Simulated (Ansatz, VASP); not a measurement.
**Two plane-wave programs on Mg2Zn3O**

```
CELL_PARAMETERS angstrom
3.02004 0.00000 0.00000
-1.51002 2.61543 0.00000
0.00000 0.00000 11.13825
ATOMIC_POSITIONS crystal
Mg 0.66667 0.33333 0.88808
Mg 0.33333 0.66667 0.11192
Zn 0.33333 0.66667 0.68678
Zn 0.00000 0.00000 0.50000
Zn 0.66667 0.33333 0.31322
O 0.00000 0.00000 0.00000
```

Alike in both runs: functional PBE; k mesh 12 × 12 × 4; occupations gaussian, width 0.1 eV; no spin polarisation.

Ansatz relaxed the structure, and its values are those at the end. VASP's run is a single point on that final structure, the one shown.

|  | VASP | Ansatz |
| --- | --- | --- |
| version | VASP 6.6.1 | Ansatz 0.2.0 |
| potentials or method | VASP PAW PBE potentials, release 64 (Mg, Zn, O) | scalar-relativistic, plane waves, PAW |
| plane-wave cutoff (eV) | 520 | 420 |
| valence electrons in the cell | 46 | 62 |

VASP gave:

```
gap on the k mesh at the Fermi level (eV) : none
pressure (GPa)                            : -0.1
rms of the force components (eV/Å)        : 0.007
```

Problem. Which values does Ansatz return?

Solution. gap on the k mesh at the Fermi level (eV): none; pressure (GPa): 0.0; rms of the force components (eV/Å): 0.003.

A gap of «none» marks a metal or a gap that the smearing closes. The functional is the same, so the differences come from potentials, cutoffs and numerics. The two sets of potentials don't hold the same shells in valence.
